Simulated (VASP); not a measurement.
Computed with LDA (Ceperley-Alder, Perdew-Zunger), VASP's LDA PAW potentials (set 64) (plane waves; VASP 6.6.1).

VASP input:

INCAR:
```
SYSTEM = Li2O
PREC = Accurate
ENCUT = 620
EDIFF = 1E-6
NELM = 100
ALGO = Normal
LREAL = .FALSE.
LASPH = .TRUE.
ISMEAR = 0
SIGMA = 0.05
LWAVE = .FALSE.
LCHARG = .FALSE.
IBRION = 2
ISIF = 3
NSW = 40
EDIFFG = -0.02
```

**POSCAR**
```
Li2O
1
    0.0000000000     2.2451909600     2.2451909600
    2.2451909600     0.0000000000     2.2451909600
    2.2451909600     2.2451909600    -0.0000000000
Li O
2 1
Direct
  0.2500000000   0.2500000000   0.2500000000
  0.7500000000   0.7500000000   0.7500000000
  0.0000000000   0.0000000000   1.0000000000
```

KPOINTS:
```
Automatic mesh
0
Gamma
9 9 9
0 0 0
```

POTCAR, in this order: Li_sv O (LDA.64 set). Program: vasp_std.

Output

File OSZICAR:
```
       N       E                     dE             d eps       ncg     rms          rms(c)
DAV:   1     0.454015237203E+02    0.45402E+02   -0.70460E+03   708   0.146E+03
DAV:   2    -0.121385775635E+02   -0.57540E+02   -0.55029E+02   790   0.258E+02
DAV:   3    -0.174360482719E+02   -0.52975E+01   -0.52736E+01  1280   0.664E+01
DAV:   4    -0.175049222562E+02   -0.68874E-01   -0.68763E-01   926   0.848E+00
DAV:   5    -0.175053030074E+02   -0.38075E-03   -0.38063E-03  1052   0.524E-01    0.729E+00
DAV:   6    -0.158284584052E+02    0.16768E+01   -0.90122E+00   702   0.195E+01    0.278E+00
DAV:   7    -0.157765749991E+02    0.51883E-01   -0.22573E-01   790   0.418E+00    0.142E+00
DAV:   8    -0.157529844435E+02    0.23591E-01   -0.61111E-02   852   0.279E+00    0.319E-01
DAV:   9    -0.157521146397E+02    0.86980E-03   -0.66646E-03   918   0.792E-01    0.101E-01
DAV:  10    -0.157522301590E+02   -0.11552E-03   -0.32490E-04   790   0.183E-01    0.481E-02
DAV:  11    -0.157522038164E+02    0.26343E-04   -0.43698E-05   820   0.878E-02    0.790E-03
DAV:  12    -0.157522034304E+02    0.38606E-06   -0.24461E-06   862   0.184E-02
   1 F= -.15752203E+02 E0= -.15752203E+02  d E =-.157522E+02
```

**OUTCAR**
```
------------------------ aborting loop because EDIFF is reached ----------------------------------------
  FORCE on cell =-STRESS in cart. coord.  units (eV):
  Direction    XX          YY          ZZ          XY          YZ          ZX
  --------------------------------------------------------------------------------------
  Total       -0.0379736     -0.0379736     -0.0379736     -0.0000000     -0.0000000      0.0000000
  in kB       -2.6878337     -2.6878337     -2.6878337     -0.0000000     -0.0000000      0.0000000
  external PRESSURE =      -2.6878337 kB  Pullay stress =       0.0000000 kB
  volume of cell :       22.64
      direct lattice vectors                 reciprocal lattice vectors
     0.000000000  2.245190960  2.245190960    -0.222698206  0.222698206  0.222698206
     2.245190960  0.000000000  2.245190960     0.222698206 -0.222698206  0.222698206
     2.245190960  2.245190960  0.000000000     0.222698206  0.222698206 -0.222698206
 POSITION                                       TOTAL-FORCE (eV/Angst)
 -----------------------------------------------------------------------------------
      1.12260      1.12260      1.12260        -0.000000      0.000000     -0.000000
      3.36779      3.36779      3.36779         0.000000     -0.000000      0.000000
      0.00000      0.00000      0.00000         0.000000      0.000000     -0.000000
 -----------------------------------------------------------------------------------
    total drift:                                0.000000      0.000000      0.000000
  FREE ENERGIE OF THE ION-ELECTRON SYSTEM (eV)
  ---------------------------------------------------
  free  energy   TOTEN  =       -15.7522034304 eV

  energy  without entropy=      -15.7522034304  energy(sigma->0) =      -15.75220343

 reached required accuracy - stopping structural energy minimisation
```
(Selected blocks of OUTCAR.)

The compound is Li2O in the antifluorite structure. It was relaxed first, which changed the volume by -8 %.
